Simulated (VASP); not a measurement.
# Lu (Im-3m) in VASP: settings compared, part 2 of 2

VASP 6.6.1. Earlier steps stand in the parts before.

## 3. Single point, PBE

run.py

```python
from ase import Atoms
from ase.calculators.vasp import Vasp
from ase.dft.bandgap import bandgap

atoms = Atoms(
    ['Lu'],
    cell=[[-1.9541071088, 1.9541071088, 1.9541071088], [1.9541071088, -1.9541071088, 1.9541071088], [1.9541071088, 1.9541071088, -1.9541071088]],
    scaled_positions=[[0.0, 0.0, 0.0]],
    pbc=True,
)
calc = Vasp(
    directory='calc',
    xc='lda',
    pp='PBE',
    setups={'base': 'minimal'},
    prec='Accurate',
    encut=520,
    ediff=1e-06,
    ismear=0,
    sigma=0.1,
    lreal=False,
    lasph=True,
    nelm=100,
    algo='Fast',
    isif=2,
    lwave=False,
    lcharg=False,
    kpts=[10, 10, 10],
    gamma=True,
    nbands=18,
)
atoms.calc = calc

print('energy (eV):', atoms.get_potential_energy())
print('free energy (eV):', atoms.get_potential_energy(force_consistent=True))
print('forces (eV/A):')
print(atoms.get_forces())
print('stress (eV/A^3, Voigt):', atoms.get_stress())
print('Fermi level (eV):', calc.get_fermi_level())
gap, top, bottom = bandgap(calc)
print('band gap (eV):', gap, 'from (spin, k, band)', top, 'to', bottom)
```

Potentials or basis: VASP PAW PBE potentials, release 64 (Lu).

Run with:

```console
$ python run.py
```

The program printed:

```text
<dir> UserWarning: XC is set to LDA, but PP is set to PBE.
 Please check that this is really what you intended!

  warnings.warn("XC is set to LDA, but PP is set to "
energy (eV): -4.37921448
free energy (eV): -4.38499051
forces (eV/A):
[[-0.  0.  0.]]
stress (eV/A^3, Voigt): [ 0.00183989  0.00183989  0.00183989 -0.         -0.         -0.        ]
Fermi level (eV): 2.27280718
band gap (eV): 0.0 from (spin, k, band) (None, None, None) to (None, None, None)
```

OUTCAR:

```text
ENCUT = 520.000000
   EDIFF = 1.00e-06
   PREC = Accurate
   ISIF = 2
   ISMEAR = 0
   NELM = 100
   LASPH = .TRUE.
   LREAL = .FALSE.

 ion  position               nearest neighbor table
   1  0.000  0.000  0.000-

  LATTYP: Found a body centered cubic cell.
 ALAT       =     3.9082142176

  Lattice vectors:

 A1 = (  -1.9541071088,   1.9541071088,   1.9541071088)
 A2 = (   1.9541071088,  -1.9541071088,   1.9541071088)
 A3 = (   1.9541071088,   1.9541071088,  -1.9541071088)

Analysis of symmetry for initial positions (statically):
=====================================================================
 Subroutine PRICEL returns:
 Original cell was already a primitive cell.

 Routine SETGRP: Setting up the symmetry group for a
 body centered cubic supercell.

 Subroutine GETGRP returns: Found 48 space group operations
 (whereof 48 operations were pure point group operations)
 out of a pool of 48 trial point group operations.

The static configuration has the point symmetry O_h .

[... 178 lines left out ...]
  ---------------------------------------------------
  free energy    TOTEN  =        -4.38499051 eV

  energy without entropy =       -4.37343845  energy(sigma->0) =       -4.37921448

 E-fermi :   2.2728     XC(G=0): -10.5566

 val. band max:        2.2724523462   @ k =   0.2000   0.2000   0.1000
 cond. band min:       2.2913691749   @ k =   0.4000   0.2000  -0.0000
 fundamental gap:      0.0189168287
 Fermi energy:         2.2728071818

 k-point     1 :       0.0000    0.0000    0.0000
  band No.  band energies     occupation
      1     -54.1838      2.00000
      2     -24.6152      2.00000
      3     -24.6152      2.00000
      4     -24.6152      2.00000
      5      -3.8160      2.00000
      6      -2.9318      2.00000
[... 817 lines left out ...]
      5      -2.9305      2.00000
      6      -2.8944      2.00000
[... 10 lines left out ...]
     17       9.0507      0.00000
     18      10.7549      0.00000

 [... further k-points ...]

------------------------ aborting loop because EDIFF is reached ----------------------------------------

  FORCE on cell =-STRESS in cart. coord.  units (eV):
  Direction    XX          YY          ZZ          XY          YZ          ZX
  --------------------------------------------------------------------------------------
  -------------------------------------------------------------------------------------
  Total       -0.0549157     -0.0549157     -0.0549157     -0.0000000     -0.0000000      0.0000000
  in kB       -2.9478277     -2.9478277     -2.9478277     -0.0000000     -0.0000000      0.0000000
  external PRESSURE =      -2.9478277 kB  Pullay stress =       0.0000000 kB

 VOLUME and BASIS-vectors are now :
 -----------------------------------------------------------------------------
  energy-cutoff  :      520.00
  volume of cell :       29.85
      direct lattice vectors                 reciprocal lattice vectors
    -1.954107109  1.954107109  1.954107109     0.000000000  0.255871338  0.255871338
     1.954107109 -1.954107109  1.954107109     0.255871338  0.000000000  0.255871338
     1.954107109  1.954107109 -1.954107109     0.255871338  0.255871338  0.000000000

 POSITION                                       TOTAL-FORCE (eV/Angst)
 -----------------------------------------------------------------------------------
      0.00000      0.00000      0.00000        -0.000000      0.000000      0.000000
 -----------------------------------------------------------------------------------
    total drift:                               -0.000000     -0.000000      0.000000

  FREE ENERGIE OF THE ION-ELECTRON SYSTEM (eV)
  ---------------------------------------------------
  free  energy   TOTEN  =        -4.3849905091 eV

  energy  without entropy=       -4.3734384495  energy(sigma->0) =       -4.37921448
```

INCAR:

```text
ENCUT = 520.000000
SIGMA = 0.100000
EDIFF = 1.00e-06
ALGO = Fast
PREC = Accurate
ISIF = 2
ISMEAR = 0
NBANDS = 18
NELM = 100
LASPH = .TRUE.
LCHARG = .FALSE.
LWAVE = .FALSE.
LREAL = .FALSE.
```

Wall time 45 s (1 thread of Intel Xeon Platinum 8488C (Sapphire Rapids), shared host); peak memory 0.18 GiB.

Results:

- Free energy: -4.3850 eV
- Pressure: -0.3 GPa
- Band gap on the k mesh: none (metal or under the smearing width)

Caveat: ASE's xc='lda' writes no GGA tag, so the PBE potentials set the functional and the run is PBE. Spin-orbit coupling is left out, which matters for the levels of Lu.

## 4. Relaxation of cell and atoms, PBEsol, target pressure 2 GPa, at which the enthalpy is minimised

INCAR

```
PREC = Accurate
ENCUT = 600
EDIFF = 1E-6
ISMEAR = -1
SIGMA = 0.05
LREAL = F
LASPH = T
NELM = 60
ALGO = Normal
ISIF = 3
LWAVE = F
LCHARG = F
GGA = PS
IBRION = 2
NSW = 60
EDIFFG = -0.01
PSTRESS = 20
```

KPOINTS

```
regular mesh
0
Gamma
  10 10 10
```

POSCAR

```
Lu
1.0
   -1.9541071088      1.9541071088      1.9541071088
    1.9541071088     -1.9541071088      1.9541071088
    1.9541071088      1.9541071088     -1.9541071088
Lu
1
Direct
    0.0000000000      0.0000000000      0.0000000000
```

Potentials or basis: VASP PAW PBE potentials, release 64 (Lu).

Run with:

```console
$ cat potpaw_PBE.64/Lu/POTCAR > POTCAR
$ mpirun -np 1 vasp_std > vasp.out
```

OUTCAR:

```text
PREC = Accurate
   ENCUT = 600
   EDIFF = 1E-6
   ISMEAR = -1
   LREAL = F
   LASPH = T
   NELM = 60
   ISIF = 3
   GGA = PS
   IBRION = 2
   NSW = 60
   EDIFFG = -0.01
   PSTRESS = 20

 ion  position               nearest neighbor table
   1  0.000  0.000  0.000-

  LATTYP: Found a body centered cubic cell.
 ALAT       =     3.9082142176

  Lattice vectors:

 A1 = (  -1.9541071088,   1.9541071088,   1.9541071088)
 A2 = (   1.9541071088,  -1.9541071088,   1.9541071088)
 A3 = (   1.9541071088,   1.9541071088,  -1.9541071088)

Analysis of symmetry for initial positions (statically):
=====================================================================
 Subroutine PRICEL returns:
 Original cell was already a primitive cell.

 Routine SETGRP: Setting up the symmetry group for a
[... 396 lines left out ...]
  free energy    TOTEN  =        -4.80104851 eV

  energy without entropy =       -4.78268545  energy(sigma->0) =       -4.79186698

 E-fermi :   2.5517     XC(G=0): -11.1547

 val. band max:        2.5195476434   @ k =  -0.4000   0.5000   0.1000
 cond. band min:       2.5726665927   @ k =   0.4000   0.1000   0.1000
 fundamental gap:      0.0531189493
 Fermi energy:         2.5517468738

 k-point     1 :       0.0000    0.0000    0.0000
  band No.  band energies     occupation
      1     -53.6817      2.00000
      2     -24.0404      2.00000
      3     -24.0404      2.00000
      4     -24.0404      2.00000
      5      -3.8322      2.00000
      6      -2.4803      2.00000
[... 433 lines left out ...]
      3     -24.2010      2.00000
      4     -24.0906      2.00000
      5      -2.4634      2.00000
      6      -2.4340      2.00000
[... 8 lines left out ...]
     15       5.9072      0.00000
     16       7.3256      0.00000

 [... further k-points ...]

------------------------ aborting loop because EDIFF is reached ----------------------------------------

  FORCE on cell =-STRESS in cart. coord.  units (eV):
  Direction    XX          YY          ZZ          XY          YZ          ZX
  --------------------------------------------------------------------------------------
  -------------------------------------------------------------------------------------
  Total        0.3273547      0.3273547      0.3273547      0.0000000     -0.0000000     -0.0000000
  in kB       19.4293177     19.4293177     19.4293177      0.0000000     -0.0000000     -0.0000000
  external PRESSURE =      -0.5706823 kB  Pullay stress =      20.0000000 kB
[... 20 lines left out ...]
  energy  without entropy=       -4.7826854474  energy(sigma->0) =       -4.79186698

  enthalpy is  TOTEN    =        -4.4640786519 eV   P V=        0.3369698539

 reached required accuracy - stopping structural energy minimisation
```

It took 84 s on 1 thread of Intel Xeon Platinum 8559C (Emerald Rapids), shared host; peak memory 0.19 GiB.

Results:

```yaml
Free_energy: -4.8010 eV
Relaxed_volume: 26.99 Å³/atom
Relaxed_cell: a = 3.273 Å, b = 3.273 Å, c = 3.273 Å, α = 109.47°, β = 109.47°, γ = 109.47°
Space_group_after_relaxing_to_0.05_Å: Im-3m (No. 229)
Energy_change_on_relaxing_the_enthalpy_is_what_falls: -10.0 meV/atom
Ionic_steps: 7
Pressure_after_relaxing: 1.9 GPa
Band_gap_on_the_k_mesh: none (metal or under the smearing width)
```

Step by step:
```tsv
step	energy change (eV)	largest force (eV/Å)	pressure (GPa)	volume (Å³)
1	0.0000	0.0000	-2.50	29.85
2	-0.0002	0.0000	3.39	26.37
3	-0.0094	0.0000	2.08	26.95
4	-0.0101	0.0000	1.88	27.00
5	-0.0100	0.0000	1.90	27.00
6	-0.0100	0.0000	1.94	26.99
7	-0.0100	0.0000	1.94	26.99
```

Final structure:
```
Lu
1.0
    -1.88975    1.88975    1.88975
     1.88975   -1.88975    1.88975
     1.88975    1.88975   -1.88975
Lu
1
Cartesian
  0.0000 0.0000 0.0000
```

Levels at points of the mesh, in eV from the Fermi level:
| k point | band 10 | band 11 | band 12 | band 13 | band 14 | band 15 |
| --- | --- | --- | --- | --- | --- | --- |
| (0.00, 0.00, 0.00) | -4.92 | -4.92 | -4.89 | 2.16 | 2.16 | 2.16 |
| (0.50, 0.00, 0.00) | -4.92 | -4.91 | -2.73 | 0.26 | 0.72 | 4.39 |
| (0.50, 0.50, 0.50) | -4.91 | -4.91 | -1.77 | -1.77 | 6.23 | 6.23 |

Caveat: the cell is relaxed towards a set pressure, so the enthalpy falls and the energy may rise; the PAW data sets were made with another functional, which shifts forces and pressure a little. The run has no spin-orbit coupling, so splittings on Lu are missing.

## 5. The reference run

An earlier run on the cell as given: functional PBE; potentials or basis VASP PAW PBE potentials, release 64 (Lu); cutoff 520 eV; k mesh 10 × 10 × 10; occupations fermi-dirac, width 0.05 eV; no spin polarisation.

* Pressure: -0.3 GPa
* Band gap on the k mesh: none (metal or under the smearing width)

## 6. Overview

| task | level | cell | cutoff (eV) | smearing | target pressure | gap on the mesh (eV) | pressure (GPa) |
| --- | --- | --- | --- | --- | --- | --- | --- |
| relaxation of cell and atoms | PBEsol | relaxed | 600 | fermi-dirac 0.05 eV | - | none | 0.0 |
| single point | PBE | as given | 520 | gaussian 0.1 eV | - | none | -0.3 |
| relaxation of cell and atoms | PBEsol | relaxed to 2 GPa | 600 | fermi-dirac 0.05 eV | 2 GPa | none | 1.9 |
| single point | PBE | as given | 520 | fermi-dirac 0.05 eV | - | none | -0.3 |

Alike in all rows: potentials or basis VASP PAW PBE potentials, release 64 (Lu); no spin polarisation; k mesh 10 × 10 × 10.

Caveats: the PAW data sets were made with another functional, which shifts forces and pressure a little (some runs); ASE's xc='lda' writes no GGA tag, so the PBE potentials set the functional and the run is PBE (some runs); the cell is relaxed towards a set pressure, so the enthalpy falls and the energy may rise (some runs).

Total energies depend on the potentials used, so only differences within one code and one set of settings carry meaning.
